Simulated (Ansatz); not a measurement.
# Thermal expansion of Ag from its phonons

The calculation used DFT PBE, scalar-relativistic, plane waves, PAW (Ansatz 0.2.0). Settings: 420 eV plane-wave cutoff, Γ-centred 20×20×20 mesh, Fermi-Dirac smearing of 0.15 eV. No spin polarisation. Phonons by linear response, acoustic sum rule imposed.

The cell, relaxed at this level:
```
Ag
1.0
     0.00000    2.07417    2.07417
     2.07417    0.00000    2.07417
     2.07417    2.07417    0.00000
Ag
1
Direct
  0.00000 0.00000 0.00000
```

In a metal, frequencies depend on the k mesh and the smearing, soft modes most.

Phonons on a 2×2×2 q mesh at 0.98, 1 and 1.02 times the equilibrium volume give γ = −d ln ν/d ln V, modes matched by rank. The cell has V = 17.85 Å³ with 1 atom and B = 91 GPa. Points of the mesh (fractions of the reciprocal vectors) with their weights out of 8; the acoustic modes at Γ are left out:

| q | weight | ν (cm⁻¹) | γ | degeneracy |
| --- | --- | --- | --- | --- |
| 0.00 0.00 -0.50 | 4 | 71 | 2.11 | 2 |
| 0.00 0.00 -0.50 | 4 | 158 | 2.77 | 1 |
| 0.00 -0.50 -0.50 | 3 | 105 | 2.42 | 2 |
| 0.00 -0.50 -0.50 | 3 | 155 | 2.75 | 1 |

Problem. Work out the volume expansion coefficient at 50, 100, 300 and 800 K in Grüneisen's theory.

Solution. Each mode holds c = k_B x² eˣ/(eˣ − 1)², x = hcν/k_BT (k_B = 0.695 cm⁻¹/K). Weighted over the mesh, C_V = Σ c, γ̄ = Σ cγ/C_V and α_V = γ̄ C_V/(BV):
```tsv
T (K)	C_V (k_B a cell)	γ̄	α_V (10⁻⁶/K)
50	1.29	2.30	25.0
100	2.12	2.38	42.7
300	2.56	2.41	52.2
800	2.62	2.41	53.5
```

The classical limit of C_V is 3n = 3 k_B, less the 3/8 k_B of the three modes left out, which leaves C_V and α_V about 12 % low even at high temperature. All γ are positive, so the crystal expands at every temperature. For a cubic crystal the linear coefficient is a third of α_V. A mesh this coarse misses long acoustic waves, so the low-temperature rows are rough; B and γ are held at their static values, and the electrons' part is left out.

Problem. The zero-point energy of the cell, summed on a denser interpolated mesh, is 20.183, 19.188 and 18.231 meV at the three volumes. How far does it expand the lattice at 0 K?

Solution. P_zp = −dE_zp/dV = 1.952 meV / (0.714 Å³) × 0.16022 GPa Å³/meV = 0.438 GPa, so ΔV/V = P_zp/B = 0.48 %. This share is taken off a measured low-temperature volume before it is compared with a static calculation.

Cost: 6 runs of about 4 core-minutes in all, on Intel Xeon Platinum 8488C (Sapphire Rapids) (shared hosts).

The growth of the expansion coefficient with temperature comes almost entirely from the heat capacity: γ̄ only moves from 2.30 to 2.41 as the stiffer modes become populated. At both wavevectors the longitudinal branch has the larger γ. Longitudinal motion presses close-packed neighbours directly together, so it probably samples more of the steep short-range repulsion, to which the filled 4d shells contribute, while transverse motion relies more on weaker shear forces. Even the soft transverse modes stiffen on compression, unlike the low-lying shear modes that give many open tetrahedral semiconductors negative expansion at low temperature.

PBE is known to make silver too large and too compressible. The low bulk modulus by itself raises the expansion coefficient, opposing the loss from the omitted modes, so closeness to experiment near room temperature would partly reflect cancellation. Zero-point motion cannot explain the oversized cell: it expands the lattice further, and including it widens the disagreement with the measured volume.
